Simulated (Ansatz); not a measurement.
Rocksalt BaTe, relaxed with r2SCAN: 7 runs in the PAW code Ansatz, each a construction of maximally localised Wannier functions. It is cubic, Fm-3m (No. 225); a = 7.065 Å in the conventional setting, 44.08 Å³ an atom. Ba is surrounded by 6 Te at 3.53 Å; Te is surrounded by 6 Ba at 3.53 Å. No spin polarisation and no zero-point or thermal motion.

```
CELL_PARAMETERS angstrom
0.00000 3.53239 3.53239
3.53239 0.00000 3.53239
3.53239 3.53239 0.00000
ATOMIC_POSITIONS crystal
Ba 0.00000 0.00000 0.00000
Te 0.50000 0.50000 0.50000
```

Windows count from the top of the filled bands; a dash means that no such window was set (without an outer window there is no disentanglement).

```json
{"functional": "PBE", "SCF mesh": "6×6×6", "trial orbitals": "Te s, Te p", "functions": "4", "mesh": "4×4×4", "window (eV)": "–", "frozen (eV)": "–", "Ω total (Å²)": "10.66", "Ω invariant (Å²)": "9.11", "largest spread (Å²)": "2.66", "least projectability": "0.92", "interpolation miss of the model's filled bands (eV, to the nearest computed level)": "0.085"}
{"functional": "PBE", "SCF mesh": "6×6×6", "trial orbitals": "Te s, Te p", "functions": "4", "mesh": "6×6×6", "window (eV)": "–", "frozen (eV)": "–", "Ω total (Å²)": "11.41", "Ω invariant (Å²)": "9.82", "largest spread (Å²)": "2.85", "least projectability": "0.92", "interpolation miss of the model's filled bands (eV, to the nearest computed level)": "0.020"}
{"functional": "PBE", "SCF mesh": "6×6×6", "trial orbitals": "Te p", "functions": "3", "mesh": "4×4×4", "window (eV)": "–", "frozen (eV)": "–", "Ω total (Å²)": "9.87", "Ω invariant (Å²)": "9.78", "largest spread (Å²)": "3.29", "least projectability": "0.92", "interpolation miss of the model's filled bands (eV, to the nearest computed level)": "0.086"}
{"functional": "r2SCAN", "SCF mesh": "6×6×6", "trial orbitals": "Te s, Te p", "functions": "4", "mesh": "4×4×4", "window (eV)": "–", "frozen (eV)": "–", "Ω total (Å²)": "10.34", "Ω invariant (Å²)": "8.78", "largest spread (Å²)": "2.58", "least projectability": "0.93", "interpolation miss of the model's filled bands (eV, to the nearest computed level)": "0.071"}
{"functional": "r2SCAN", "SCF mesh": "6×6×6", "trial orbitals": "Te p", "functions": "3", "mesh": "4×4×4", "window (eV)": "–", "frozen (eV)": "–", "Ω total (Å²)": "9.54", "Ω invariant (Å²)": "9.46", "largest spread (Å²)": "3.18", "least projectability": "0.93", "interpolation miss of the model's filled bands (eV, to the nearest computed level)": "0.072"}
{"functional": "HSE06", "SCF mesh": "4×4×4", "trial orbitals": "Te s, Te p", "functions": "4", "mesh": "4×4×4", "window (eV)": "–", "frozen (eV)": "–", "Ω total (Å²)": "10.43", "Ω invariant (Å²)": "8.87", "largest spread (Å²)": "2.61", "least projectability": "0.93", "interpolation miss of the model's filled bands (eV, to the nearest computed level)": "–"}
{"functional": "HSE06", "SCF mesh": "4×4×4", "trial orbitals": "Te p", "functions": "3", "mesh": "4×4×4", "window (eV)": "–", "frozen (eV)": "–", "Ω total (Å²)": "9.54", "Ω invariant (Å²)": "9.47", "largest spread (Å²)": "3.18", "least projectability": "0.93", "interpolation miss of the model's filled bands (eV, to the nearest computed level)": "–"}
```

For Te s, Te p with PBE the spread goes 10.66 Å² (4×4×4), 11.41 Å² (6×6×6): finite differences on a coarse mesh understate it.

No spin-orbit coupling is included; it can move band edges with weight on the heavy atoms by tenths of an eV.
